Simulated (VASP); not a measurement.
# PtSe₂: self-consistent run, by functional and exact exchange

PtSe₂, P-3m1 (no. 164), 3 atoms in the cell.

| Functional | Exact exchange | Pressure (GPa) | Gap on the mesh (eV) | Time (s) |
|---|---|---|---|---|
| O3LYP | 0.1161 | 4.23 | 0.000 | 586 |
| B3P86 | 0.2 | 4.40 | 0.000 | 313 |
| B3PW91 | 0.2 | 4.12 | 0.000 | 371 |
| B97-1 | 0.21 | 6.53 | 0.000 | 659 |
| B97-2 | 0.21 | 3.94 | 0.000 | 482 |
| PBEmol0 | 0.25 | 3.95 | 0.000 | 364 |
| PBE0 (PBEH) | 0.25 | 2.26 | 0.000 | 385 |
| PBEsol0 | 0.25 | -1.20 | 0.000 | 495 |

Limits: the k mesh is coarse, so the gap and the pressure can be far off.

## Input of the first row

INCAR.step1:
```
SYSTEM = PtSe2
PREC = Accurate
ENCUT = 450
EDIFF = 1E-5
ISMEAR = 0
SIGMA = 0.02
LREAL = .FALSE.
LASPH = .TRUE.
ALGO = Normal
NELM = 100
ISIF = 2
LWAVE = .TRUE.
LCHARG = .FALSE.
GGA = PE
```

INCAR.step2:
```
SYSTEM = PtSe2
PREC = Accurate
ENCUT = 450
EDIFF = 1E-6
ISMEAR = 0
SIGMA = 0.02
LREAL = .FALSE.
LASPH = .TRUE.
ALGO = Normal
NELM = 100
ISIF = 2
LWAVE = .FALSE.
LCHARG = .FALSE.
ISTART = 1
LHFCALC = .TRUE.
AEXX = 0.1161
PRECFOCK = Fast
GGA = LIBXC
LIBXC1 = HYB_GGA_XC_O3LYP
```

KPOINTS:
```
k-points
0
Gamma
  4 4 4
```

POSCAR:
```
PtSe2
1.0
    3.7240000000      0.0000000000      0.0000000000
   -1.8620000000      3.2250786037      0.0000000000
    0.0000000000      0.0000000000      5.0620000000
Pt Se
1 2
Direct
    0.0000000000      0.0000000000      0.0000000000
    0.6666666667      0.3333333333      0.7500000000
    0.3333333333      0.6666666667      0.2500000000
```

Commands (each step's output is kept before the next begins):
```
cat potpaw_PBE.64/Pt/POTCAR potpaw_PBE.64/Se/POTCAR > POTCAR
cp INCAR.step1 INCAR
mpirun -np 1 vasp_std > vasp.out
cp INCAR.step2 INCAR
mpirun -np 1 vasp_std > vasp.out
```

Changes of the last row against the first:
```
(step 2)
- AEXX = 0.1161
- LIBXC1 = HYB_GGA_XC_O3LYP
+ AEXX = 0.25
+ LIBXC1 = HYB_GGA_XC_PBE_SOL0
```

VASP 6.6.1 took 586 s on 1 core (Intel Xeon Platinum 8259CL @ 2.50GHz (Skylake/Cascade Lake)), a shared host.
